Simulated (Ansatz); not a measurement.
# CdS (Hawleyite): spin-orbit coupling beyond the local functionals

How far does spin-orbit coupling move the gap of CdS (Hawleyite)?

Method: density functionals with and without spin-orbit coupling, plane waves, PAW, in Ansatz 0.2.0.

**The experiments to reproduce.**

- Gap 2.42 eV: optical gap from inflexion point of photoacoustic spectrum, as-grown film; photoacoustic spectroscopy; film (as-grown chemical bath deposited film, about 0.25 um thick, deposited at 80 C) (“Study of the band--gap shift in CdS films: Influence of thermal annealing in different atmospheres”, 1995, arxiv:cond-mat/9501125).

This is a report of a sequence of runs, with most program output left out.

### Step 1. Starting point

Symmetry: F-43m, No. 216, cubic system. The conventional cell has a = 5.833 Å, b = 5.833 Å, c = 5.833 Å, α = 90.00°, β = 90.00°, γ = 90.00°. Nearest to Cd lie 4 S at 2.53 Å. S has 4 Cd at 2.53 Å nearest. Farther neighbours and most contacts between anions are not listed.

The cell and positions come from the Crystallography Open Database and are kept as given unless a step says otherwise.

### Step 2. HSE06, 4×4×4 mesh

This step: DFT, HSE06, plane waves, PAW; PAW set soft_1.

Contents of input.yaml:

```yaml
crystal:
  lattice:
    - [0.0, 2.9165, 2.9165]
    - [2.9165, 0.0, 2.9165]
    - [2.9165, 2.9165, 0.0]
  atoms:
    - { symbol: Cd, position: [0.0, 0.0, 0.0] }
    - { symbol: S, position: [0.25, 0.25, 0.25] }
kpoints:
  mp_grid: { grid: [4, 4, 4] }
  band_path:
    path:
      - [0.0, 0.0, 0.0]
      - [-0.5, -0.5, 0.0]
      - [-0.375, -0.375, 0.25]
      - [-0.375, 0.0, 0.375]
      - [0.0, 0.0, 0.5]
      - [-0.5, -0.25, 0.25]
    npoints: 1
hamiltonian:
  xc: hse06
  pseudopotentials: { kind: paw, azcp: { folder: soft_1 } }
scf:
  occupations: { method: fixed }
  n_extra_bands: 4
output:
  eigenvalues: true
```

Run with:

```console
ansatz run input.yaml --threads 3 --pin off --max-ram 92160MiB --backend cuda --events-out ev --progress --plain --runs-dir out --devices 1 --max-vram 13GiB
```

The job ended after 12 s (1 × NVIDIA H100 80GB HBM3 (shared by 6 runs) with 3 threads of AMD EPYC 7R13 (Zen 3), shared host; peak memory 1 GiB).

Numbers from this step:

| Item | Value |
| --- | --- |
| gap | 2.175 eV |
| valence top at | Γ |
| conduction bottom at | Γ |
| least direct gap | 2.175 eV |
| exact-exchange fraction | 0.25 |

The gap is direct, at Γ.

### Step 3. HSE06+SOC, 4×4×4 mesh

Spin-orbit coupling can split or shift the edges; a non-collinear run measures by how much.

This step: DFT, HSE06 with spin-orbit coupling, plane waves, PAW; PAW set soft_1.

input.yaml, as its differences from that of step 2:

```diff
@@ -21,6 +21,9 @@
   xc: hse06
-  pseudopotentials: { kind: paw, azcp: { folder: soft_1 } }
+  pseudopotentials: { kind: paw_fr, azcp: { folder: soft_1 } }
 scf:
   occupations: { method: fixed }
-  n_extra_bands: 4
+  n_extra_bands: 8
+magnetization:
+  noncollinear: true
+  spin_orbit: true
 output:
```

The job ended after 20 s (1 × NVIDIA H100 80GB HBM3 (shared by 6 runs) with 3 threads; peak memory 1.3 GiB).

Numbers from this step:

```yaml
gap: 2.153 eV
valence_top_at: Γ
conduction_bottom_at: Γ
least_direct_gap: 2.153 eV
exact_exchange_fraction: 0.25
```

The gap stands −0.02 eV against HSE06.

### Step 4. Together

Times are wall times on 1 × NVIDIA H100 80GB HBM3 (shared by 6 runs) with 3 threads of AMD EPYC 7R13 (Zen 3), shared host, good to a factor of about two.

```
level  gap (eV)  with coupling (eV)  change (eV)  time  with coupling
HSE06      2.18                2.15        −0.02  12 s           20 s
```

### Step 5. What came out

```json
{
  "HSE06": "2.18 eV",
  "HSE06+SOC": "2.15 eV"
}
```

In words: Spin-orbit coupling changes the gap by −0.02 eV and the least direct gap by −0.02 eV. Against experiment, by HSE06+SOC: the gap of 2.15 eV lies −0.27 eV from the measured 2.42 eV (optical, 1995). An exciton line or allowed optical edge lies below the quasiparticle gap by the binding energy; a forbidden edge can push the onset above it. The lattice is static and excitons are left out.

[Paths, hosts, dates, memory and timing lines, banners, echoed tables and standing remarks are left out of the program output.]

[Logs are printed without paths, hosts, clocks, repeated set-up lines and the standing remarks that a program may print on its own settings, such as how far it seeks lower states.]

[Runs of the session that timed out or met a known fault of the program may be left out.]

[Cells called generated may have been cut or substituted from an entry of the Crystallography Open Database or the Materials Project.]

[Hosts, paths, dates, database ids (printed as entryN), source tags and the programs' standing remarks are cut or masked in the printed files.]
